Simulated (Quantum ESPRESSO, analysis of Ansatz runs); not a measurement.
## A hop of F in MgF2 (P4_2/mnm), charge +1 (Quantum ESPRESSO)

Wanted: path and barrier of a jump of F in MgF2 (P4_2/mnm) at charge +1. The case: V_F hop (2.6 Å), in a cell of 72 host atoms with 1 F taken out.

Method: Quantum ESPRESSO plane-wave DFT, PBEsol, GBRV 1.5 PBEsol potentials; nudged elastic band between two relaxed defect structures at fixed charge in a uniform background, in Quantum ESPRESSO 7.5.

Report form: the programs' logs are mostly left out.

## 1. The starting structure

The cell holds 71 atoms: 24 Mg and 47 F. Cell: a = 9.195 Å, b = 9.195 Å, c = 9.131 Å, α = 90.0°, β = 90.0°, γ = 90.0°. It derives from MgF2 (space group P4_2/mnm). Nearest the centre at fractional (0.500, 0.500, 0.500): F47 at 1.29 Å, Mg61 at 1.50 Å, Mg67 at 1.50 Å, F64 at 2.46 Å, F70 at 2.47 Å, F9 at 2.51 Å, F15 at 2.51 Å, Mg42 at 3.24 Å. The cell carries charge +1.

The cell's shortest repeat is 9.1 Å.

## 2. Relaxation of the start point, charge +1

A barrier is counted from a minimum, so both ends are relaxed first. Small random displacements break the symmetry of the ideal sites, so that the defect can distort if it gains by it. The charge of +1 is set by the electron count, and a uniform background keeps the cell neutral.

Contents of pw.in:

```
&CONTROL
  calculation = 'relax'
  prefix = 'pwscf'
  outdir = './tmp'
  pseudo_dir = './pseudo'
  tprnfor = .true.
  disk_io = 'low'
  nstep = 70
  forc_conv_thr = 0.0012
  etot_conv_thr = 0.0001
/
&SYSTEM
  ibrav = 0
  nat = 71
  ntyp = 2
  ecutwfc = 36
  ecutrho = 288
  nbnd = 288
  occupations = 'fixed'
  tot_charge = 1
  nosym = .true.
/
&ELECTRONS
  conv_thr = 7d-08
  electron_maxstep = 100
  mixing_beta = 0.5
/
&IONS
  ion_dynamics = 'bfgs'
/
ATOMIC_SPECIES
Mg    24.3050 mg_pbesol_v1.4.uspp.F.UPF
F     18.9984 f_pbesol_v1.4.uspp.F.UPF
CELL_PARAMETERS angstrom
   9.1949209707    0.0000000000    0.0000000000
   0.0000000000    9.1949209707    0.0000000000
   0.0000000000    0.0000000000    9.1306547926
ATOMIC_POSITIONS crystal
Mg     0.2500000000    0.2500000000    0.1666666667
Mg     0.0000000000    0.0000000000    0.0000000000
F      0.3485439529    0.3485439529    0.0000000000
F      0.4014560471    0.0985439529    0.1666666667
F      0.1514560471    0.1514560471    0.0000000000
F      0.0985439529    0.4014560471    0.1666666667
Mg     0.2478932736    0.2485710758    0.4979448271
Mg     0.0000000000    0.0000000000    0.3333333333
[... 59 atom lines left out ...]
F      0.8485439529    0.8485439529    0.6666666667
F      0.9014560471    0.5985439529    0.8333333333
F      0.6488728807    0.6527056449    0.6651030704
F      0.5985439529    0.9014560471    0.8333333333
K_POINTS gamma
```

Run with:

```bash
$ OMP_NUM_THREADS=1 mpirun -n 4 pw.x -in pw.in > pw.out
```

Wall time 7.5 min (4 MPI ranks of Arm Neoverse V2, shared host); peak memory 1.5 GiB.

The steps of the relaxation:

```csv
step,energy less that of the first step (eV)
0,0.0000
1,-0.7350
2,-1.1483
3,-1.3090
4,-1.3844
5,-1.4439
6,-1.4772
7,-1.4912
8,-1.5066
9,-1.5191
10,-1.5252
11,-1.5305
12,-1.5333
13,-1.5356
14,-1.5371
15,-1.5383
16,-1.5389
```

The atoms that moved most (Å):

```csv
atom,dx,dy,dz,length
Mg67,0.131,-0.151,0.168,0.261
Mg61,0.140,-0.114,-0.168,0.246
Mg25,-0.156,0.168,-0.028,0.231
F47,-0.091,0.111,-0.020,0.145
F27,0.047,-0.108,0.073,0.138
F28,0.095,-0.066,0.072,0.136
F29,-0.091,0.089,0.000,0.127
F34,0.103,-0.039,-0.052,0.122
```

Neighbours of F47 at the end:

```csv
atom,distance (Å)
Mg67,1.931
Mg61,1.932
Mg42,2.060
F70,2.709
F15,2.709
F64,2.710
F9,2.711
F50,2.841
F52,2.841
F44,2.842
F46,2.842
```

Read from the output:

```
highest filled level                                                                              : 2.233 eV
lowest empty level                                                                                : 8.629 eV
r.m.s. move of the farther half of the atoms                                                      : 0.03797 Å
largest move from the ideal geometry of this structure, a common shift of the far atoms taken out : 0.2419 Å
```

The relaxation gained 1.539 eV and ended with a largest force component of 0.030 eV/Å.

## 3. Relaxation of the end point, charge +1

The end point is relaxed in the same cell and settings, so that the two energies compare. Atoms more than 3.2 Å from the middle of the hop start where the first relaxation left them, the nearer ones on or close to their ideal places, with small random displacements.

Contents of pw.in:

```
&CONTROL
  calculation = 'relax'
  prefix = 'pwscf'
  outdir = './tmp'
  pseudo_dir = './pseudo'
  tprnfor = .true.
  disk_io = 'low'
  nstep = 70
  forc_conv_thr = 0.0012
  etot_conv_thr = 0.0001
/
&SYSTEM
  ibrav = 0
  nat = 71
  ntyp = 2
  ecutwfc = 36
  ecutrho = 288
  nbnd = 288
  occupations = 'fixed'
  tot_charge = 1
  nosym = .true.
/
&ELECTRONS
  conv_thr = 7d-08
  electron_maxstep = 100
  mixing_beta = 0.5
/
&IONS
  ion_dynamics = 'bfgs'
/
ATOMIC_SPECIES
Mg    24.3050 mg_pbesol_v1.4.uspp.F.UPF
F     18.9984 f_pbesol_v1.4.uspp.F.UPF
CELL_PARAMETERS angstrom
   9.1949209707    0.0000000000    0.0000000000
   0.0000000000    9.1949209707    0.0000000000
   0.0000000000    0.0000000000    9.1306547926
ATOMIC_POSITIONS crystal
Mg     0.2490326093    0.2501848322    0.1664666855
Mg     0.0048943051   -0.0050269757   -0.0000279853
[... 4 atom lines left out ...]
Mg     0.2480187803    0.2494178220    0.5003807143
[... 1 atom line left out ...]
F      0.3484769577    0.3485334495    0.3322402528
[... 5 atom lines left out ...]
F      0.3478523217    0.3493752142    0.6667833743
[... 6 atom lines left out ...]
F      0.4044439404    0.5945238679    0.1703163230
[... 10 atom lines left out ...]
F      0.4032856543    0.5955472585    0.8305944997
[... 8 atom lines left out ...]
Mg     0.7480650473    0.2522921941    0.5006155536
[... 4 atom lines left out ...]
F      0.4005725709    0.5990544427    0.4996360725
[... 12 atom lines left out ...]
Mg     0.7506467110    0.7507451651    0.4990081377
Mg     0.4990534702    0.5005207158    0.3332070859
[... 2 atom lines left out ...]
F      0.6510886133    0.6524589135    0.3335397921
[... 2 atom lines left out ...]
Mg     0.5004279767    0.5009613604    0.6663901393
[... 2 atom lines left out ...]
F      0.6515594963    0.6504007561    0.6664232231
F      0.5973107770    0.9006290511    0.8325781927
K_POINTS gamma
```

Run time: 7.3 min. Hardware: 4 MPI ranks; peak memory 1.5 GiB.

Step by step:

```csv
step,energy less that of the first step (eV)
0,0.0000
1,-0.5448
2,-0.9507
3,-1.2404
4,-1.3420
5,-1.4306
6,-1.4825
7,-1.5108
8,-1.5406
9,-1.5649
10,-1.5771
11,-1.5845
12,-1.5890
13,-1.5928
14,-1.5955
15,-1.5972
16,-1.5981
```

The atoms that moved most (Å):

```csv
atom,dx,dy,dz,length
Mg25,0.191,-0.195,-0.010,0.273
Mg42,0.184,-0.187,-0.006,0.262
Mg67,-0.125,0.112,0.150,0.225
Mg61,-0.113,0.116,-0.147,0.218
F29,0.130,-0.131,0.000,0.185
F45,0.129,-0.129,0.001,0.182
F41,-0.073,0.079,0.139,0.176
F22,-0.070,0.079,-0.136,0.173
```

Neighbours of F47 at the end:

```csv
atom,distance (Å)
Mg67,1.931
Mg61,1.932
Mg25,2.063
F70,2.708
F64,2.708
F15,2.708
F9,2.708
F34,2.842
F28,2.842
F32,2.842
F27,2.842
```

Numbers from this step:

- highest filled level: 2.233 eV
- lowest empty level: 8.625 eV
- r.m.s. move of the farther half of the atoms: 0.03735 Å
- largest move from the ideal geometry of this structure, a common shift of the far atoms taken out: 0.2418 Å

The relaxation gained 1.598 eV and ended with a largest force component of 0.028 eV/Å. The end lies within 1 meV of the start.

## 4. Nudged elastic band, charge +1

3 movable images are laid between the ends by interpolation. Each image feels the true force across the path and a spring force along it. The highest image is set to climb to the top of the path.

This step: Quantum ESPRESSO plane-wave DFT, PBEsol, GBRV 1.5 PBEsol potentials; nudged elastic band between two relaxed defect structures at fixed charge in a uniform background.

Contents of neb.in:

```
BEGIN
BEGIN_PATH_INPUT
&PATH
  restart_mode = 'from_scratch'
  string_method = 'neb'
  nstep_path = 45
  ds = 1.5
  opt_scheme = 'broyden'
  num_of_images = 5
  k_max = 0.3
  k_min = 0.2
  CI_scheme = 'auto'
  path_thr = 0.06
/
END_PATH_INPUT
BEGIN_ENGINE_INPUT
&CONTROL
  prefix = 'pwscf'
  outdir = './tmp'
  pseudo_dir = './pseudo'
  disk_io = 'low'
/
&SYSTEM
  ibrav = 0
  nat = 71
  ntyp = 2
  ecutwfc = 36
  ecutrho = 288
  nbnd = 288
  occupations = 'fixed'
  tot_charge = 1
  nosym = .true.
/
&ELECTRONS
  conv_thr = 7d-08
  electron_maxstep = 100
  mixing_beta = 0.5
/
ATOMIC_SPECIES
Mg    24.3050 mg_pbesol_v1.4.uspp.F.UPF
F     18.9984 f_pbesol_v1.4.uspp.F.UPF
CELL_PARAMETERS angstrom
   9.1949209707    0.0000000000    0.0000000000
   0.0000000000    9.1949209707    0.0000000000
   0.0000000000    0.0000000000    9.1306547926
BEGIN_POSITIONS
FIRST_IMAGE
ATOMIC_POSITIONS crystal
Mg     0.2484649856    0.2504426445    0.1664681654
Mg     0.0043266814   -0.0047691634   -0.0000265054
F      0.3476376814    0.3496699864    0.0000153163
F      0.3999299943    0.0984214683    0.1683710789
F      0.1520856056    0.1500131861   -0.0000555840
F      0.0987498478    0.4029954468    0.1674651703
Mg     0.2483719219    0.2492569062    0.4999798345
Mg    -0.0055672932    0.0051628747    0.3318079746
F      0.3484759932    0.3556530957    0.3367772202
F      0.3994706091    0.0975705122    0.5000526504
F      0.1508684018    0.1529442390    0.3329588150
F      0.0959660710    0.3993740209    0.4999424833
Mg     0.2484670375    0.2505116665    0.8335273657
Mg    -0.0056275911    0.0052076210    0.6682058823
F      0.3483084034    0.3558629199    0.6631526349
F      0.3999562861    0.0984787975    0.8315611506
F      0.1508319478    0.1529945549    0.6669849588
F      0.0987449865    0.4030090139    0.8325217051
Mg     0.2516706420    0.7481323754    0.1675882638
Mg    -0.0005325731    0.5009514635    0.0000023523
F      0.3492793447    0.8461961224    0.0000475061
F      0.4037210664    0.5958531925    0.1702144217
F      0.1534449983    0.6506882117    0.0000116995
F      0.1003554540    0.8994485124    0.1717482438
Mg     0.2318610215    0.7680386508    0.5000372604
Mg    -0.0003725012    0.4993145072    0.3335439411
F      0.3531277654    0.8399441329    0.3404744814
F      0.1596892753    0.6467127493    0.3404435084
F      0.0886778901    0.9111427084    0.5000314895
Mg     0.2515928289    0.7482001597    0.8324647292
Mg    -0.0003562944    0.4993146922    0.6664057494
F      0.3532361768    0.8397452523    0.6596544707
F      0.4035713941    0.5958565176    0.8299190100
F      0.1597082348    0.6468161808    0.6596413002
F      0.1003230410    0.8994764375    0.8282159350
Mg     0.7537497697    0.2460665209    0.1638986449
Mg     0.4988702174    0.0003465589    0.0000356525
F      0.8529737040    0.3461654548    0.0000046683
F      0.9027929019    0.0970567876    0.1641376802
F      0.6538228657    0.1466240924   -0.0000099076
F      0.6033545023    0.3962260861    0.1551816172
Mg     0.7467666354    0.2530670897    0.4999951488
Mg     0.5004838824    0.0000784232    0.3335918406
F      0.8422617750    0.3525288156    0.3331285640
F      0.8966154728    0.1030774686    0.4999251984
F      0.6472929608    0.1573602250    0.3330419736
F      0.5882542650    0.4113307280    0.5002084928
Mg     0.7536968184    0.2460434270    0.8361456655
Mg     0.5005798725    0.0000136899    0.6664202398
F      0.8423422915    0.3524679613    0.6670123171
F      0.9027393551    0.0970164789    0.8359176192
F      0.6475149695    0.1572511718    0.6669801510
F      0.6031603679    0.3961287643    0.8449109644
Mg     0.7490040775    0.7509778451    0.1664704049
Mg     0.4976404404    0.5018228099    0.0000496934
F      0.8495610302    0.8474627818    0.0000577957
F      0.9011565656    0.5997428740    0.1683842489
F      0.6498350262    0.6518065889    0.0000271579
F      0.5966776135    0.9008650983    0.1675046068
Mg     0.7503814776    0.7512667408    0.5000275582
Mg     0.5136566280    0.4858373902    0.3172172947
F      0.8466956644    0.8486374899    0.3329948793
F      0.9021252047    0.6001699241    0.4999757296
F      0.6438547001    0.6510598516    0.3369013562
F      0.6004020445    0.9036512200    0.4999529392
Mg     0.7490440334    0.7510163547    0.8335875171
Mg     0.5134957756    0.4860029184    0.6830139348
F      0.8466397986    0.8487562925    0.6670083090
F      0.9011901395    0.5998258077    0.8316552550
F      0.6437907065    0.6511113572    0.6632131163
F      0.5967431533    0.9008868634    0.8325796726
INTERMEDIATE_IMAGE
ATOMIC_POSITIONS crystal
Mg     0.2487658054    0.2501328348    0.1664791665
Mg     0.0019159759   -0.0023317172   -0.0000210806
[... 69 atom lines left out ...]
INTERMEDIATE_IMAGE
ATOMIC_POSITIONS crystal
Mg     0.2490666252    0.2498230251    0.1664901676
Mg    -0.0004947296    0.0001057290   -0.0000156558
[... 69 atom lines left out ...]
INTERMEDIATE_IMAGE
ATOMIC_POSITIONS crystal
Mg     0.2493674449    0.2495132154    0.1665011687
Mg    -0.0029054352    0.0025431752   -0.0000102309
[... 69 atom lines left out ...]
LAST_IMAGE
ATOMIC_POSITIONS crystal
Mg     0.2496682647    0.2492034056    0.1665121698
Mg    -0.0053161407    0.0049806214   -0.0000048061
[... 4 atom lines left out ...]
Mg     0.2480348661    0.2492351930    0.5000054441
[... 1 atom line left out ...]
F      0.3551087434    0.3489971060    0.3369003560
[... 5 atom lines left out ...]
F      0.3550658390    0.3489658227    0.6630872951
[... 6 atom lines left out ...]
F      0.3957951951    0.6038376590    0.1554162093
[... 10 atom lines left out ...]
F      0.3957636886    0.6038204639    0.8446282267
[... 8 atom lines left out ...]
Mg     0.7670780190    0.2326883166    0.4999849660
[... 4 atom lines left out ...]
F      0.4111254772    0.5885528235    0.5000265340
[... 12 atom lines left out ...]
Mg     0.7503971977    0.7515797755    0.4999766451
Mg     0.4858074312    0.5138114547    0.3171670311
[... 2 atom lines left out ...]
F      0.6506614056    0.6445120958    0.3368773332
[... 2 atom lines left out ...]
Mg     0.4858124551    0.5138013287    0.6828365525
[... 2 atom lines left out ...]
F      0.6506289124    0.6445447972    0.6631138780
F      0.5992968101    0.9022885541    0.8317099862
END_POSITIONS
K_POINTS gamma
END_ENGINE_INPUT
END
```

Run with:

```bash
$ OMP_NUM_THREADS=1 mpirun -n 4 neb.x -ni 2 -inp neb.in > neb.out
```

Wall time 17 min (4 MPI ranks); peak memory 2.3 GiB; 69 min of CPU time.

The path, image by image:

```csv
image,path (Å),energy (eV),"F47: x, y, z (Å)"
0,0.000,0.0000,"5.409, 3.782, 4.567"
1,0.711,0.4388,"4.990, 4.201, 4.566"
2,1.296,0.7267,"4.594, 4.597, 4.566"
3,1.880,0.4443,"4.199, 4.993, 4.565"
4,2.588,0.0008,"3.780, 5.412, 4.566"
```

Read from the output:

```yaml
barrier_forward: 0.7267 eV
barrier_backward: 0.7260 eV
end_less_start: 7.52e-4 eV
hop_length: 2.304 Å
```

The band met its tolerance of 0.06 eV/Å after 7 iterations, with image 2 on top (the start counts as 0). F47, which moves farthest between the ends, has 3 Mg at 1.93 to 2.06 Å nearest at the start and 2 Mg at 1.79 Å at the top.

## 5. Outcome

| Property | Result |
| --- | --- |
| barrier forward | 0.73 eV |
| barrier backward | 0.73 eV |
| end less start | 0.00 eV |
| hop length | 2.30 Å |
| band iterations, as the log counts them | 7 |

What this shows: The top of the band lies 0.73 eV above the start and 0.73 eV above the end, which are alike in energy and neighbours. With an assumed prefactor of 1e13 per second it gives one hop a second along this one path at about 280 K; whether such hops link up through the crystal wasn't checked. At the top F47 stands 1.79 Å from its nearest Mg, 0.15 Å closer than at the start. The order of the top as a saddle was not checked for all atoms, so a bent path could be lower. No image-charge correction is applied; it largely cancels along a path if the charge stays localised alike. Keep in mind: sampling at the zone centre alone can move energies of charged and open-shell states by tenths of an eV or more in cells of this size. The cutoff of 36 Ry is under the 40 Ry advised for these potentials.

[Logs are printed without paths, hosts, clocks, repeated set-up lines and the standing remarks that a program may print on its own settings, such as how far it seeks lower states.]

[Hosts, paths, dates, database ids (printed as entryN), source tags and the programs' standing remarks are cut or masked in the printed files.]
